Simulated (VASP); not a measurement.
# Si2W (I4/mmm) in VASP: a series of runs

Runs on Si2W. Level: PBE. Tasks: density of states, band structure.

Program: VASP 6.6.1. These are calculated values, not measurements. Logs are shortened: lines on timing, memory, paths and dates and some standing lists are left out, and cuts for length are marked.

### Step 1. Starting point

Symmetry: I4/mmm, No. 139, tetragonal system. The conventional cell has a = 3.204 Å, b = 3.204 Å, c = 7.819 Å, α = 90.00°, β = 90.00°, γ = 90.00°. Si (site symmetry 4mm) is surrounded by 5 Si at 2.59 to 2.62 Å and 5 W at 2.61 to 2.62 Å. W (site symmetry 4/mmm) is surrounded by 10 Si at 2.61 to 2.62 Å.

### Step 2. Density of states, PBE

POSCAR

```
Si2W                                    
1.0
   -1.6021137919      1.6021137919      3.9095849750
    1.6021137919     -1.6021137919      3.9095849750
    1.6021137919      1.6021137919     -3.9095849750
  Si              W             
     2     1
Direct
     0.3344596783827676    0.3344596783827676    0.0000000000000000
     0.6655403216172323    0.6655403216172323    0.0000000000000000
     0.0000000000000000    0.0000000000000000    0.0000000000000000
```

INCAR.step1

```
SYSTEM = Si2W
  PREC = Accurate
  ENCUT = 520
  EDIFF = 1E-6
  ISMEAR = 1
  SIGMA = 0.1
  LREAL = .FALSE.
  LASPH = .TRUE.
  NELM = 80
  ALGO = Normal
  ISIF = 2
  LWAVE = .FALSE.
  LCHARG = .TRUE.
  LMAXMIX = 4
  GGA = PE
  NBANDS = 18
```

KPOINTS.step1

```
Automatic mesh
0
G
  16 16 16
  0 0 0
```

INCAR.step2

```
SYSTEM = Si2W
  PREC = Accurate
  ENCUT = 520
  EDIFF = 1E-6
  ISMEAR = -5
  SIGMA = 0.1
  LREAL = .FALSE.
  LASPH = .TRUE.
  NELM = 80
  ALGO = Normal
  ISIF = 2
  LWAVE = .FALSE.
  LCHARG = .FALSE.
  LMAXMIX = 4
  GGA = PE
  LORBIT = 11
  NBANDS = 18
  NEDOS = 1001
  ICHARG = 11
```

KPOINTS.step2

```
Automatic mesh
0
G
  24 24 24
  0 0 0
```

Potentials or basis: VASP PAW PBE potentials, release 64 (Si, W_sv).

The run is started by

```console
> cat potpaw_PBE.64/Si/POTCAR potpaw_PBE.64/W_sv/POTCAR > POTCAR
> cp INCAR.step1 INCAR
> cp KPOINTS.step1 KPOINTS
> mpirun -np 1 vasp_std > vasp.out
> cp INCAR.step2 INCAR
> cp KPOINTS.step2 KPOINTS
> mpirun -np 1 vasp_std > vasp.out
```

OUTCAR:

```text
SYSTEM = Si2W
   PREC = Accurate
   ENCUT = 520
   EDIFF = 1E-6
   ISMEAR = -5
   LREAL = .FALSE.
   LASPH = .TRUE.
   NELM = 80
   ISIF = 2
   GGA = PE
   LORBIT = 11
   ICHARG = 11

 ion  position               nearest neighbor table
   1  0.334  0.334  0.000-   2 2.59   3 2.61   3 2.61   3 2.61   3 2.61   3 2.62   2 2.62   2 2.62
                             2 2.62   2 2.62
   2  0.666  0.666  0.000-   1 2.59   3 2.61   3 2.61   3 2.61   3 2.61   3 2.62   1 2.62   1 2.62
                             1 2.62   1 2.62
   3  0.000  0.000  0.000-   2 2.61   2 2.61   2 2.61   1 2.61   2 2.61   1 2.61   1 2.61   1 2.61
                             1 2.62   2 2.62

  LATTYP: Found a body centered tetragonal cell.
 ALAT       =     3.2042275838
 C/A-ratio  =     2.4402667244

  Lattice vectors:

 A1 = (  -1.6021137919,   1.6021137919,   3.9095849750)
 A2 = (   1.6021137919,  -1.6021137919,   3.9095849750)
 A3 = (   1.6021137919,   1.6021137919,  -3.9095849750)

Analysis of symmetry for initial positions (statically):
=====================================================================
 Subroutine PRICEL returns:
 Original cell was already a primitive cell.

 Routine SETGRP: Setting up the symmetry group for a
 body centered tetragonal supercell.

 Subroutine GETGRP returns: Found 16 space group operations
 (whereof 16 operations were pure point group operations)
 out of a pool of 16 trial point group operations.

The static configuration has the point symmetry D_4h.

Analysis of symmetry for dynamics (positions and initial velocities):
=====================================================================
 Subroutine PRICEL returns:
 Original cell was already a primitive cell.

 Routine SETGRP: Setting up the symmetry group for a
 body centered tetragonal supercell.

 Subroutine GETGRP returns: Found 16 space group operations
 (whereof 16 operations were pure point group operations)
 out of a pool of 16 trial point group operations.

The dynamic configuration has the point symmetry D_4h.

 Subroutine INISYM returns: Found 16 space group operations
 (whereof 16 operations are pure point group operations),
 and found     1 'primitive' translations

----------------------------------------------------------------------------------------

                                     Primitive cell

  volume of cell :      40.1400

  direct lattice vectors                    reciprocal lattice vectors
[... 100 lines left out ...]
   TEBEG  =    0.0;   TEEND  =   0.0 temperature during run
   PSTRESS=    0.0 pullay stress
   NELECT =      22.0000    total number of electrons
   NUPDOWN=      -1.0000    fix difference up-down
   EMIN   =  10.00;   EMAX   =-10.00  energy-range for DOS
   EFERMI =   0.00;   METHOD = LEGACY
   ISMEAR =    -5;   SIGMA  =   0.10  broadening in eV -4-tet -1-fermi 0-gaus
   EFERMI_NEDOS =   21; number of points for ismear=-14 and -15
   IALGO  =     38    algorithm
   IMIX   =      4    mixing-type and parameters
     AMIX     =   0.40;   BMIX     =  1.00
     AMIX_MAG =   1.60;   BMIX_MAG =  1.00
  volume/ion in A,a.u.               =      13.38        90.29
  Fermi-wavevector in a.u.,A,eV,Ry     =   1.339748  2.531757 24.421450  1.794926
  Thomas-Fermi vector in A             =   2.468116
   LORBIT       =     11    0 simple, 1 ext, 2 COOP (PROOUT), +10 PAW based schemes
   GGA     = PE    functional components
   LHFCALC =     F    Hartree Fock is set to
   AEXX    =    0.0000 exact exchange contribution
   IVDW    =     0    specifies the selected vdW correction
   LEPSILON=     F    determine dielectric tensor
   LRPA    =     F    only Hartree local field effects (RPA)
 non-spin polarized calculation
 Fermi weights with tetrahedron method with Bloechl corrections
  energy-cutoff  :      520.00
  volume of cell :       40.14
 maximum number of plane-waves:      1104
 NGX is ok and might be reduce to    36

 number of electron      21.9999999 magnetization

 Free energy of the ion-electron system (eV)
  ---------------------------------------------------
  ext. energy  EPLUGINS =         0.00000000
  ---------------------------------------------------
  free energy    TOTEN  =       -24.80081555 eV

  energy without entropy =      -24.80081555  energy(sigma->0) =      -24.80081555

 E-fermi :  12.0668     XC(G=0): -12.5639

 val. band max:       12.0809279016   @ k =  -0.1667  -0.2083   0.1250
 cond. band min:      12.0426322588   @ k =  -0.4583   0.4583   0.3333
 fundamental gap:     -0.0382956428
 Fermi energy:        12.0667599827

 k-point     1 :       0.0000    0.0000    0.0000
  band No.  band energies     occupation
      1     -61.7692      2.00000
      2     -26.0379      2.00000
      3     -26.0127      2.00000
      4     -26.0127      2.00000
      5      -2.0754      2.00000
      6       5.1651      2.00000
[... 481 lines left out ...]
      5       1.5737      2.00000
      6       2.5852      2.00000
[... 10 lines left out ...]
     17      18.7365      0.00000
     18      19.1735      0.00000

 [... further k-points ...]

------------------------ aborting loop because EDIFF is reached ----------------------------------------

  FORCE on cell =-STRESS in cart. coord.  units (eV):
  Direction    XX          YY          ZZ          XY          YZ          ZX
  --------------------------------------------------------------------------------------
  -------------------------------------------------------------------------------------
  Total        1.2867602      1.2867602      1.2970273      0.0000000      0.0000000      0.0000000
  in kB       51.3606903     51.3606903     51.7704972      0.0000000      0.0000000      0.0000000
  external PRESSURE =      51.4972926 kB  Pullay stress =       0.0000000 kB

 VOLUME and BASIS-vectors are now :
 -----------------------------------------------------------------------------
  energy-cutoff  :      520.00
  volume of cell :       40.14
      direct lattice vectors                 reciprocal lattice vectors
    -1.602113792  1.602113792  3.909584975     0.000000000  0.312087695  0.127890813
     1.602113792 -1.602113792  3.909584975     0.312087695  0.000000000  0.127890813
     1.602113792  1.602113792 -3.909584975     0.312087695  0.312087695  0.000000000

 POSITION                                       TOTAL-FORCE (eV/Angst)
 -----------------------------------------------------------------------------------
      0.00000      0.00000      2.61520        -0.000000     -0.000000     -0.036456
      0.00000      0.00000      5.20397         0.000000      0.000000      0.036456
      0.00000      0.00000      0.00000         0.000000      0.000000      0.000000
 -----------------------------------------------------------------------------------
    total drift:                               -0.000000     -0.000000     -0.000000

  FREE ENERGIE OF THE ION-ELECTRON SYSTEM (eV)
  ---------------------------------------------------
  free  energy   TOTEN  =       -24.8008155498 eV

  energy  without entropy=      -24.8008155498  energy(sigma->0) =      -24.80081555

 total charge

# of ion       s       p       d       tot
------------------------------------------
    1        0.736   0.897   0.000   1.632
    2        0.736   0.897   0.000   1.632
    3        2.316   6.311   3.608  12.234
--------------------------------------------------
tot          3.787   8.104   3.608  15.499
```

OUTCAR.step1:

```text
SYSTEM = Si2W
   PREC = Accurate
   ENCUT = 520
   EDIFF = 1E-6
   ISMEAR = 1
   LREAL = .FALSE.
   LASPH = .TRUE.
   NELM = 80
[... 733 lines left out ...]
      0.00000      0.00000      2.61520         0.000000      0.000000     -0.054453
      0.00000      0.00000      5.20397        -0.000000     -0.000000      0.054453
      0.00000      0.00000      0.00000         0.000000      0.000000      0.000000
 -----------------------------------------------------------------------------------
    total drift:                               -0.000000     -0.000000     -0.000000

  FREE ENERGIE OF THE ION-ELECTRON SYSTEM (eV)
  ---------------------------------------------------
  free  energy   TOTEN  =       -24.8008935253 eV

  energy  without entropy=      -24.8009085609  energy(sigma->0) =      -24.80089854
```

Run time: 5.2 min. Hardware: 1 thread of Intel Xeon 6975P-C (Granite Rapids), shared host; peak memory 0.79 GiB.

What came out:

```yaml
Valence_electrons_inside_the_program's_atomic_spheres: Si 1.63; W 12.23
```

States per cell in windows of 1 eV (zero at the Fermi level; states under -8 eV left out):
| from (eV) | total | W3_d | Si1_p | Si2_p | W3_p | Si1_s | Si2_s |
| --- | --- | --- | --- | --- | --- | --- | --- |
| -8.0 | 0.63 | 0.09 | 0.04 | 0.04 | 0.01 | 0.05 | 0.05 |
| -7.0 | 1.06 | 0.15 | 0.11 | 0.11 | 0.03 | 0.02 | 0.02 |
| -6.0 | 0.91 | 0.15 | 0.09 | 0.09 | 0.02 | 0.03 | 0.03 |
| -5.0 | 1.18 | 0.28 | 0.09 | 0.09 | 0.03 | 0.04 | 0.04 |
| -4.0 | 1.65 | 0.54 | 0.11 | 0.11 | 0.05 | 0.04 | 0.04 |
| -3.0 | 3.83 | 1.44 | 0.28 | 0.28 | 0.16 | 0.03 | 0.03 |
| -2.0 | 1.05 | 0.48 | 0.07 | 0.07 | 0.02 | 0.01 | 0.01 |
| -1.0 | 0.64 | 0.40 | 0.02 | 0.02 | 0.00 | 0.00 | 0.00 |
| 0.0 | 0.50 | 0.21 | 0.03 | 0.03 | 0.01 | 0.02 | 0.02 |
| 1.0 | 1.30 | 0.52 | 0.08 | 0.08 | 0.02 | 0.05 | 0.05 |
| 2.0 | 2.36 | 1.03 | 0.12 | 0.12 | 0.04 | 0.10 | 0.10 |
| 3.0 | 1.81 | 0.69 | 0.09 | 0.09 | 0.03 | 0.05 | 0.05 |
| 4.0 | 2.13 | 0.69 | 0.15 | 0.15 | 0.04 | 0.06 | 0.06 |
| 5.0 | 1.45 | 0.37 | 0.12 | 0.12 | 0.06 | 0.04 | 0.04 |
| 6.0 | 1.53 | 0.34 | 0.15 | 0.15 | 0.07 | 0.04 | 0.04 |
| 7.0 | 1.63 | 0.30 | 0.17 | 0.17 | 0.07 | 0.04 | 0.04 |

Caveat: tetrahedron occupations give inexact forces and stress in metals.

### Step 3. Band structure, PBE

INCAR

```
SYSTEM = Si2W
PREC = Accurate
ENCUT = 520
EDIFF = 1E-6
ISMEAR = 1
SIGMA = 0.1
LREAL = .False.
LASPH = .True.
NELM = 80
ALGO = Fast
ISIF = 2
LWAVE = .False.
LCHARG = .False.
LMAXMIX = 4
GGA = PE
NBANDS = 18
KPAR = 4
```

KPOINTS

```
Automatic mesh
0
Gamma
  16 16 16
  0 0 0
```

POSCAR

```
Si2W                                    
1.0
   -1.6021137926      1.6021137926      3.9095849748
    1.6021137926     -1.6021137926      3.9095849748
    1.6021137926      1.6021137926     -3.9095849748
  Si              W             
     2     1
Direct
     0.3344596784202494    0.3344596784202494    0.0000000000000000
     0.6655403215797506    0.6655403215797506    0.0000000000000000
     0.0000000000000000    0.0000000000000000    0.0000000000000000
```

KPOINTS_OPT

```
explicit points
243
Reciprocal
 0.0000000000  0.0000000000  0.0000000000 1
 0.0000000000  0.0000000000  0.0357142857 1
 0.0000000000  0.0000000000  0.0714285714 1
 0.0000000000  0.0000000000  0.1071428571 1
 0.0000000000  0.0000000000  0.1428571429 1
 0.0000000000  0.0000000000  0.1785714286 1
[... 235 lines left out ...]
 0.0218079300  0.0218079300  0.4781920700 1
-0.0218079300 -0.0218079300  0.5218079300 1
```

Potentials or basis: VASP PAW PBE potentials, release 64 (Si, W_sv).

The run is started by

```console
> cat potpaw_PBE.64/Si/POTCAR potpaw_PBE.64/W_sv/POTCAR > POTCAR
> mpirun -np 4 vasp_std > vasp.out
```

It took 70 s on 4 MPI ranks of Intel Xeon 6975P-C (Granite Rapids), shared host; peak memory 0.51 GiB.

The run converged. Its results:

```yaml
Free_energy: -24.8009 eV
Pressure: 5.1 GPa
Largest_force: 0.054 eV/Å
Band_gap_along_the_path: none (metal or under the smearing width)
```

Forces in eV/Å, atoms in the order of the input:
```
Si   0.000  0.000 -0.054
Si   0.000  0.000  0.054
W    0.000  0.000  0.000
```

Levels at the corners of the path, in eV from the Fermi level:
```
point  band 8  band 9  band 10  band 11  band 12  band 13  band 14  band 15
    Γ   -3.35   -2.86    -2.86     0.64     2.80     2.90     3.11     3.11
    X   -5.49   -5.04    -3.29    -1.75     2.81     3.02     3.18     3.92
    X   -5.49   -5.04    -3.29    -1.75     2.81     3.02     3.18     3.92
    Y   -5.16   -4.09    -3.14    -2.31     1.98     2.16     3.08     5.17
    Y   -5.16   -4.09    -3.14    -2.31     1.98     2.16     3.08     5.17
    S   -3.07   -2.70    -2.50    -0.32     1.79     2.55     3.55     4.43
    S   -3.07   -2.70    -2.50    -0.32     1.79     2.55     3.55     4.43
    Γ   -3.35   -2.86    -2.86     0.64     2.80     2.90     3.11     3.11
    Γ   -3.35   -2.86    -2.86     0.64     2.80     2.90     3.11     3.11
    Z   -2.60   -0.84    -0.84    -0.50    -0.50     0.82     4.51     4.98
    Z   -2.60   -0.84    -0.84    -0.50    -0.50     0.82     4.51     4.98
   S1   -3.07   -2.70    -2.50    -0.32     1.79     2.55     3.55     4.43
   S1   -3.07   -2.70    -2.50    -0.32     1.79     2.55     3.55     4.43
    N   -4.88   -2.80    -2.79    -0.44     2.76     2.80     3.96     4.48
    N   -4.88   -2.80    -2.79    -0.44     2.76     2.80     3.96     4.48
    P   -6.63   -3.04    -2.44    -2.44     0.09     3.02     3.69     4.11
    P   -6.63   -3.04    -2.44    -2.44     0.09     3.02     3.69     4.11
   Y1   -5.16   -4.09    -3.14    -2.31     1.98     2.16     3.08     5.17
   Y1   -5.16   -4.09    -3.14    -2.31     1.98     2.16     3.08     5.17
    Z   -2.60   -0.84    -0.84    -0.50    -0.50     0.82     4.51     4.98
    X   -5.49   -5.04    -3.29    -1.75     2.81     3.02     3.18     3.92
    P   -6.63   -3.04    -2.44    -2.44     0.09     3.02     3.69     4.11
```

Caveat: spin-orbit coupling is left out, which moves the levels of the heavy elements.
